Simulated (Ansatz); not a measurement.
Molecular dynamics on a 2×2×2 supercell (24 atoms) of Mg2Si (antifluorite), relaxed with r2SCAN. Forces come from r2SCAN in Ansatz: a Langevin thermostat at fixed volume, 100 K, steps of 1 fs. Computed, non-magnetic; the trajectory is short and the cell small, so nothing here is a converged average.

```yaml
crystal:
  lattice:
    - [0.0, 6.3379263735, 6.3379263735]
    - [6.3379263735, 0.0, 6.3379263735]
    - [6.3379263735, 6.3379263735, 0.0]
  atoms:
    - { symbol: Si, position: [0.0, 0.0, 0.0] }
    - { symbol: Mg, position: [0.125, 0.125, 0.125] }
    - { symbol: Mg, position: [0.375, 0.375, 0.375] }
    - { symbol: Si, position: [0.0, 0.0, 0.5] }
    - { symbol: Mg, position: [0.125, 0.125, 0.625] }
    - { symbol: Mg, position: [0.375, 0.375, 0.875] }
    - { symbol: Si, position: [0.0, 0.5, 0.0] }
    - { symbol: Mg, position: [0.125, 0.625, 0.125] }
    - { symbol: Mg, position: [0.375, 0.875, 0.375] }
    - { symbol: Si, position: [0.0, 0.5, 0.5] }
    - { symbol: Mg, position: [0.125, 0.625, 0.625] }
    - { symbol: Mg, position: [0.375, 0.875, 0.875] }
    - { symbol: Si, position: [0.5, 0.0, 0.0] }
    - { symbol: Mg, position: [0.625, 0.125, 0.125] }
    - { symbol: Mg, position: [0.875, 0.375, 0.375] }
    - { symbol: Si, position: [0.5, 0.0, 0.5] }
    - { symbol: Mg, position: [0.625, 0.125, 0.625] }
    - { symbol: Mg, position: [0.875, 0.375, 0.875] }
    - { symbol: Si, position: [0.5, 0.5, 0.0] }
    - { symbol: Mg, position: [0.625, 0.625, 0.125] }
    - { symbol: Mg, position: [0.875, 0.875, 0.375] }
    - { symbol: Si, position: [0.5, 0.5, 0.5] }
    - { symbol: Mg, position: [0.625, 0.625, 0.625] }
    - { symbol: Mg, position: [0.875, 0.875, 0.875] }
kpoints:
  mp_grid: { grid: [2, 2, 2] }
hamiltonian:
  xc: r2scan
scf:
  occupations: { method: fermi_dirac, width: 0.02 }
md:
  ensemble: nvt_langevin
  temperature: 100
  timestep: 1.0
  n_steps: 20
  initial_velocities: maxwell_boltzmann
  seed: 1474
```

Command: `ansatz run input.yaml --threads 4 --pin off --max-ram 3686MiB --backend cpu --events-out ev --progress --plain --runs-dir out`. It ended after 7.6 min on 4 threads of Arm Neoverse N1, on a shared host, load about 0.9 per core; peak host memory 2.9 GiB.

| step | t (fs) | T (K) | free energy F from step 0 (meV/atom) | kinetic energy (meV/atom) | largest force (eV/Å) |
| --- | --- | --- | --- | --- | --- |
| 0 | 0 | 96 | 0.0 | 12.4 | 0.00 |
| 1 | 1 | 100 | 0.0 | 12.9 | 0.03 |
| 2 | 2 | 103 | 0.1 | 13.3 | 0.06 |
| 3 | 3 | 100 | 0.2 | 12.9 | 0.09 |
| 4 | 4 | 102 | 0.4 | 13.2 | 0.12 |
| 5 | 5 | 96 | 0.6 | 12.4 | 0.14 |
| 6 | 6 | 93 | 0.9 | 12.0 | 0.17 |
| 7 | 7 | 90 | 1.2 | 11.7 | 0.20 |
| 8 | 8 | 89 | 1.5 | 11.6 | 0.23 |
| 9 | 9 | 87 | 1.9 | 11.2 | 0.26 |
| 10 | 10 | 83 | 2.3 | 10.7 | 0.29 |
| 11 | 11 | 87 | 2.7 | 11.2 | 0.32 |
| 12 | 12 | 87 | 3.2 | 11.2 | 0.34 |
| 13 | 13 | 80 | 3.7 | 10.4 | 0.37 |
| 14 | 14 | 76 | 4.2 | 9.8 | 0.40 |
| 15 | 15 | 73 | 4.7 | 9.4 | 0.42 |
| 16 | 16 | 64 | 5.2 | 8.3 | 0.44 |
| 17 | 17 | 61 | 5.7 | 7.8 | 0.46 |

The temperature goes from 96 K to 61 K in 17 fs. The thermostat hasn't had time to restore it. The atoms start on their lattice sites with kinetic energy alone, so much of it first passes into potential energy. By the last step the atoms have moved 0.05 Å in the root mean square, the drift of the whole cell taken out, 0.07 Å at most. The job's limit cut the run after 17 of 20 steps.

Positions (Å) and forces (eV/Å) at step 17:
```
Si  -0.005   0.005  -0.024     0.022  -0.192   0.138
Mg   1.513   1.602   1.589     0.313  -0.183  -0.063
Mg   4.785   4.805   4.782     0.044  -0.317  -0.136
Si   3.093   3.162   0.005     0.457   0.010  -0.039
Mg   4.743   4.784   1.560     0.067  -0.299   0.017
Mg   7.920   7.911   4.749     0.013   0.110   0.127
Si   3.197   0.033   3.192    -0.190  -0.129  -0.077
Mg   4.761   1.597   4.799     0.003   0.143  -0.156
Mg   7.913   4.730   7.920    -0.020   0.108  -0.093
Si   6.359   3.148   3.125    -0.098   0.221   0.249
Mg   7.959   4.789   4.769    -0.165  -0.151  -0.105
Mg  11.094   7.901   7.948    -0.148  -0.008  -0.170
Si  -0.013   3.155   3.137    -0.008  -0.041   0.314
Mg   1.599   4.740   4.703    -0.014  -0.030   0.279
Mg   4.732   7.905   7.956     0.047   0.164  -0.176
Si   3.168   6.291   3.175    -0.020   0.212  -0.059
Mg   4.712   7.896   4.726     0.062   0.167   0.258
Mg   7.950  11.085   7.935    -0.115   0.067  -0.036
Si   3.193   3.204   6.361    -0.139  -0.204  -0.135
Mg   4.746   4.702   7.949     0.035   0.296  -0.157
Mg   7.897   7.925  11.131     0.022   0.045  -0.253
Si   6.342   6.352   6.349    -0.038   0.015   0.001
Mg   7.930   7.909   7.929    -0.005   0.065  -0.006
Mg  11.114  11.099  11.040    -0.125  -0.069   0.277
```
